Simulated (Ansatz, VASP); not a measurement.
Na in VASP and in Ansatz

Contents of INCAR:

```
  ALGO = Normal
  EDIFF = 1E-6
  ENCUT = 520
  GGA = PS
  ISIF = 2
  ISMEAR = -1
  LASPH = True
  LCHARG = True
  LELF = True
  LREAL = False
  LVHAR = True
  LWAVE = False
  NBANDS = 10
  NELM = 80
  PREC = Accurate
  SIGMA = 0.05
```

KPOINTS

```
k-points
0
Gamma
  9 9 9
```

POSCAR

```
Na
1.0
   -2.1410000000      2.1410000000      2.1410000000
    2.1410000000     -2.1410000000      2.1410000000
    2.1410000000      2.1410000000     -2.1410000000
Na
1
Direct
    0.0000000000      0.0000000000      0.0000000000
```

File input.yaml:

```yaml
crystal:
  lattice:
    - [-2.141, 2.141, 2.141]
    - [2.141, -2.141, 2.141]
    - [2.141, 2.141, -2.141]
  atoms:
    - { symbol: Na, position: [0.0, 0.0, 0.0] }
hamiltonian:
  xc: pbesol
  pseudopotentials: { kind: paw }
kpoints:
  mp_grid: { grid: [9, 9, 9] }
scf:
  occupations: { method: fermi_dirac, width: 0.05 }
output:
  forces: true
  stress: true
  eigenvalues: true
```

Alike in both runs: task single point; functional PBEsol; k mesh 9 × 9 × 9; occupations fermi-dirac, width 0.05 eV; no spin polarisation.

```csv
,VASP,Ansatz
version,VASP 6.6.1,Ansatz 0.2.0
potentials or method,"VASP PAW PBE potentials, release 64 (Na_pv)",Ansatz PAW
plane-wave cutoff (eV),520,420
valence electrons in the cell,7,9
```

VASP gave:

```
gap on the k mesh at the Fermi level (eV) : none
pressure (GPa)                            : -0.6
```

Question: What did Ansatz give for the same quantities?

Answer: gap on the k mesh at the Fermi level (eV): none; pressure (GPa): -0.5.

A gap of «none» marks a metal or a gap that the smearing closes. With one functional, cell and mesh, what is left measures potentials, basis and numerics. The two sets of potentials don't hold the same shells in valence.

Caveats: the PAW data sets were made with another functional, which shifts forces and pressure a little (VASP); the PAW data sets come from PBE, with cores solved anew for the run's functional, which leaves a small shift of forces and pressure (Ansatz).
